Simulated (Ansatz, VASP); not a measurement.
InAs: VASP beside Ansatz

```
CELL_PARAMETERS angstrom
0.00000 3.04389 3.04389
3.04389 0.00000 3.04389
3.04389 3.04389 0.00000
ATOMIC_POSITIONS crystal
In 0.00000 0.00000 0.00000
As 0.25000 0.25000 0.25000
```

The cell was built by a generator and needn't be a form met in nature.

Alike in both runs: functional PBEsol; k mesh 12 × 12 × 12; occupations gaussian, width 0.1 eV; no spin polarisation.

Ansatz relaxed the structure, and its values are those at the end. VASP's run is a single point on that final structure, the one shown.

|  | VASP | Ansatz |
| --- | --- | --- |
| version | VASP 6.6.1 | Ansatz 0.2.0 |
| potentials or method | VASP PAW PBE potentials, release 64 (In_d, As) | scalar-relativistic, plane waves, PAW |
| plane-wave cutoff (eV) | 520 | 420 |
| valence electrons in the cell | 18 | 28 |

VASP gave:

| Item | Value |
| --- | --- |
| gap on the k mesh at the Fermi level (eV) | none |
| pressure (GPa) | 0.1 |

Which values does Ansatz return?

gap on the k mesh at the Fermi level (eV): none; pressure (GPa): 0.0.

A gap of «none» marks a metal or a gap that the smearing closes. With one functional, cell and mesh, what is left measures potentials, basis and numerics. The two sets of potentials don't hold the same shells in valence.

Caveats: the PAW data sets were made with another functional, which shifts forces and pressure a little (VASP); this crystal is a semiconductor, whose small gap the functional closes, so the metal is an error of the method.
